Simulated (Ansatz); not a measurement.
Na (I4/mmm) under several functionals

Plane-wave DFT in Ansatz with scalar-relativistic PAW potentials. The same structure was relaxed (cell and atoms, symmetry kept) in separate runs at each level. This fcc form isn't the element's structure at ambient conditions. No spin polarisation.

| level | cutoff (eV) | k mesh | V (Å³/atom) | a (Å) | c (Å) |
| --- | --- | --- | --- | --- | --- |
| PBEsol | 420 | 16×16×16 | 36.274 | 3.727 | 5.224 |
| PBE | 420 | 16×16×16 | 36.985 | 3.751 | 5.258 |
| r2SCAN | 500 | 16×16×16 | 37.614 | 3.777 | 5.275 |

Question: Where does PBE+D3(BJ) (420 eV, k mesh 16×16×16) fall?

Answer: V (Å³/atom) 33.939, a (Å) 3.643, c (Å) 5.114. Its volume is the smallest of the set. The usual order of volumes, PBEsol < PBE, holds here (36.274, 36.985 Å³/atom). As a rule PBEsol, built on the gradient expansion of slowly varying densities, lies between LDA and PBE; PBE's stronger gradient term for exchange weakens bonds. Adding D3 to PBE changes the volume by -8.2 %; the term is attractive, so it pulls cells in. In metals the pairwise form ignores screening by the conduction electrons and often pulls in too far. r2SCAN lies 1.7 % over PBE in volume. Within 0.1 Å every cell has the higher symmetry Fm-3m; the small distortion left is soft and within what mesh and stopping thresholds leave open.